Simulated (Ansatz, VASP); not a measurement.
# One calculation of Si, two programs

Contents of INCAR:

```
PREC = Accurate ; ENCUT = 520
EDIFF = 1E-6 ; ISMEAR = 0
SIGMA = 0.01 ; LREAL = False
LASPH = True ; NELM = 80
ALGO = Normal ; ISIF = 2
LWAVE = False ; LCHARG = False
GGA = PE ; NBANDS = 11
```

The input KPOINTS:

```
Automatic mesh
0
Gamma
  6 6 6
```

POSCAR

```
Si
1.0
    0.0000000000      2.7221188962      2.7221188962
    2.7221188962      0.0000000000      2.7221188962
    2.7221188962      2.7221188962      0.0000000000
Si
2
Direct
    0.0000000000      0.0000000000      0.0000000000
    0.2500000000      0.2500000000      0.2500000000
```

Input for Ansatz:

```yaml
crystal:
  lattice:
    - [0.0, 2.7221188962, 2.7221188962]
    - [2.7221188962, 0.0, 2.7221188962]
    - [2.7221188962, 2.7221188962, 0.0]
  atoms:
    - { symbol: Si, position: [0.0, 0.0, 0.0] }
    - { symbol: Si, position: [0.25, 0.25, 0.25] }
kpoints:
  mp_grid: { grid: [6, 6, 6] }
hamiltonian:
  xc: pbe
scf:
  occupations: { method: fixed }
  n_extra_bands: 4
output:
  forces: true
  stress: true
  eigenvalues: true
basis:
  ecutwfc: 750
```

Alike in both runs: task single point; functional PBE; k mesh 6 × 6 × 6; no spin polarisation.

|  | VASP | Ansatz |
| --- | --- | --- |
| version | VASP 6.6.1 | Ansatz 0.2.0 |
| potentials or method | VASP PAW PBE potentials, release 64 (Si) | plane waves |
| plane-wave cutoff (eV) | 520 | 750 |
| occupations | gaussian, width 0.01 eV | fixed |
| valence electrons in the cell | 8 | 8 |

|  | VASP | Ansatz | Ansatz less VASP |
| --- | --- | --- | --- |
| gap on the k mesh at the Fermi level (eV) | 0.72 | 0.72 | -0.002 |
| pressure (GPa) | 1.3 | 1.4 | +0.07 |

A k mesh can miss the band edges.
